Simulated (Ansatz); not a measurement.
**GaN under changes of volume**

One of the cells (11.310 Å³/atom); the others are scaled copies at fixed shape and fractional positions:

```
CELL_PARAMETERS angstrom
3.18000 0.00000 0.00000
-1.59000 2.75396 0.00000
0.00000 0.00000 5.16600
ATOMIC_POSITIONS crystal
Ga 0.66667 0.33333 0.50000
Ga 0.33333 0.66667 0.00000
N 0.66667 0.33333 0.87500
N 0.33333 0.66667 0.37500
```

| Quantity | Value |
| --- | --- |
| Program | Ansatz 0.2.0 |
| Functional | PBE |
| Potentials or basis | Ansatz PAW polarizable |
| Cutoff | 420 eV (not typed: the program's choice for these potentials) |
| k mesh | 10 × 10 × 5 |
| Occupations | fermi-dirac, width 0.05 eV |
| Spin | no spin polarisation |

| volume (Å³/atom) | energy over the lowest point (meV/atom) | pressure (GPa) | gap on the mesh (eV) | largest force (eV/Å) |
| --- | --- | --- | --- | --- |
| 10.632 | 69.59 | 21.7 | 2.38 | 0.155 |
| 10.858 | ? | ? | ? | ? |
| 11.084 | 23.14 | 11.6 | 2.10 | 0.143 |
| 11.310 | 9.84 | 7.3 | 1.96 | 0.137 |
| 11.537 | 2.33 | 3.4 | 1.83 | 0.131 |
| 11.763 | 0.00 | -0.1 | 1.70 | 0.126 |
| 11.989 | 2.33 | -3.2 | 1.58 | 0.121 |

**Question.** What does the run at 10.858 Å³/atom give?

**Answer.** Energy over the lowest point 42.81 meV/atom; pressure 16.4 GPa; gap on the mesh 2.24 eV; largest force 0.149 eV/Å.

Worked out: A Birch-Murnaghan fit of order 3 (a polynomial in V^(-2/3)) to the other rows has its minimum at 11.76 Å³/atom with B0 = V·E''(V) = 172 GPa and B' = 4.5 at fixed shape and positions, which overstates the stiffness. It gives 42.80 meV/atom at 10.858 Å³/atom, against the run's 42.81, and -dE/dV = 16.4 GPa, against 16.4. A straight line through the other rows of the gap, of slope -6.68 eV per unit of ln V (its deformation potential), gives 2.24 eV, against the run's 2.24.

Energies are extrapolated to zero smearing.

Caveats: odd divisions of the mesh miss points on the zone boundary, where band edges often lie, so the gap on the mesh can be too wide.

Spin-orbit coupling on Ga is left out.
